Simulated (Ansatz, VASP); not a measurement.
Two plane-wave programs on Pt

```
Pt
1.0
     0.00000    1.97187    1.97187
     1.97187    0.00000    1.97187
     1.97187    1.97187    0.00000
Pt
1
Direct
  0.00000 0.00000 0.00000
```

Alike in both runs: functional r2SCAN; k mesh 20 × 20 × 20; occupations fermi-dirac, width 0.15 eV; no spin polarisation.

Ansatz relaxed the structure, and its values are those at the end. VASP's run is a single point on that final structure, the one shown.

|  | VASP | Ansatz |
| --- | --- | --- |
| version | VASP 6.6.1 | Ansatz 0.2.0 |
| potentials or method | VASP PAW PBE potentials, release 64 (Pt) | scalar-relativistic, plane waves, PAW |
| plane-wave cutoff (eV) | 520 | 500 |
| valence electrons in the cell | 10 | 18 |

```csv
,VASP,Ansatz,Ansatz less VASP
gap on the k mesh at the Fermi level (eV),none,none,-
pressure (GPa),0.7,0.0,-0.69
```

A gap of «none» marks a metal or a gap that the smearing closes. With one functional, cell and mesh, what is left measures potentials, basis and numerics. The two sets of potentials don't hold the same shells in valence.

Caveats: the PAW data sets were made with another functional, which shifts forces and pressure a little (VASP). Spin-orbit coupling is left out, which matters for the levels of Pt.
